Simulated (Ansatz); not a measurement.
Effect of H interstitial (started 2.52 Å from the nearest host atom), symmetric start on ZnTe

Base system: a 16-atom supercell of ZnTe in the zinc blende structure (space group F-43m, No. 216; a = 6.179 Å) at its relaxed geometry.

Modification: one H atom is added in an open site, starting 2.52 Å from the nearest host atom, atoms relaxed at fixed cell.

Method: DFT with PBE, PAW potentials and a 420 eV plane-wave cutoff in Ansatz (a first-principles code), no spin-orbit coupling. Settings: 4×4×4 k-points, 0.01 eV Fermi–Dirac smearing.

```csv
quantity,base,changed,shift
pressure,0.0 GPa,0.1 GPa,+0.1 GPa
largest displacement of a host atom from its site in the perfect cell,–,0.05 Å,–
```

Cost of the whole job for the changed cell (relaxation, final SCF and bands): about 10 core-minutes (a rough figure).

Other magnetic orders, which the real material may have, were not ruled out. The cell is small, so the values are those of an ordered compound at a high defect concentration; dilute-limit values will differ. The defect started on the symmetric site and kept its symmetry, so it may sit on a saddle. The defect cell is spin-polarised and ends with 1.0 μB.
